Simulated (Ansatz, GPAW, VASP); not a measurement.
InAs: 3 runs at one level of theory

```xyz
2
Lattice="0.0000 3.0180 3.0180 3.0180 0.0000 3.0180 3.0180 3.0180 0.0000" Properties=species:S:1:pos:R:3 pbc="T T T"
In    0.0000    0.0000    0.0000
As    4.5270    4.5270    4.5270
```

Alike in all runs: task single point; functional PBE; k mesh 8 × 8 × 8; occupations gaussian, width 0.028 eV; no spin polarisation; no spin-orbit coupling. A missing gap at this level doesn't show that the real crystal is a metal. Pressure is positive in compression and, in plane waves, holds the error of the finite cutoff.

| program and potentials | plane-wave cutoff (eV) | notes | band gap (eV) | pressure (GPa) |
| --- | --- | --- | --- | --- |
| GPAW, GPAW PAW data sets (gpaw-data 1.2.1) | 600 | - | no gap | 4.04 |
| Ansatz, all-electron LAPW, scalar-relativistic | - | - | no gap | 4.30 |
| VASP, PBE PAW files As, In_d, 520 eV | 520 | - | no gap | 4.37 |

None finds a gap. The pressure spans 4.04 (GPAW, GPAW PAW data sets (gpaw-data 1.2.1)) to 4.37 GPa (VASP, PBE PAW files As, In_d, 520 eV), with all-electron results at 4.30.

The functional is the same throughout but for its coding, so the spread measures potentials, basis and numerics; runs on potential files found faulty are left out.

All three runs close the gap of InAs, which is known as a narrow direct-gap semiconductor. Because the all-electron calculation agrees with the two PAW ones, the fault lies with the functional rather than the potentials. The conduction-band minimum at Γ is an antibonding, largely cation s state, lowered by scalar-relativistic effects, and the valence top is mainly As p. With so small a true separation, PBE's usual underestimate is enough to make them meet or cross. Compression isn't the likely cause, since shortening the bonds normally raises the s-like state and widens the direct gap. Spin-orbit coupling wouldn't restore the gap either, as it pushes the valence top upwards.

The positive pressure in every run means that PBE favours a larger cell than this one, in line with its usual underbinding of III-V semiconductors. The all-electron value lies between the two PAW results, and the spread is small beside the pressure itself. Whether the s-like level actually falls below the p-like states at Γ can't be told without the band ordering.
